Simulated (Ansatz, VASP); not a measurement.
## Two plane-wave programs on Al3Cu2

```xyz
5
Lattice="4.0307 0.0000 0.0000 -2.0153 3.4907 0.0000 0.0000 0.0000 4.9025" Properties=species:S:1:pos:R:3 pbc="T T T"
Al    0.0000    0.0000    0.0000
Al    0.0000    2.3271    1.7229
Al    2.0153    1.1636    3.1795
Cu    0.0000    2.3271    4.1295
Cu    2.0153    1.1636    0.7730
```

Alike in both runs: functional LDA; k mesh 12 × 12 × 8; occupations fermi-dirac, width 0.15 eV; no spin polarisation.

Ansatz relaxed the structure, and its values are those at the end. VASP's run is a single point on that final structure, the one shown.

|  | VASP | Ansatz |
| --- | --- | --- |
| version | VASP 6.6.1 | Ansatz 0.2.0 |
| potentials or method | VASP PAW LDA potentials, release 64 (Al, Cu) | scalar-relativistic, plane waves, PAW |
| plane-wave cutoff (eV) | 520 | 420 |
| valence electrons in the cell | 31 | 47 |

```tsv
	VASP	Ansatz	Ansatz less VASP
gap on the k mesh at the Fermi level (eV)	none	none	-
pressure (GPa)	2.9	2.5	-0.37
```

A gap of «none» marks a metal or a gap that the smearing closes. The two sets of potentials don't hold the same shells in valence.
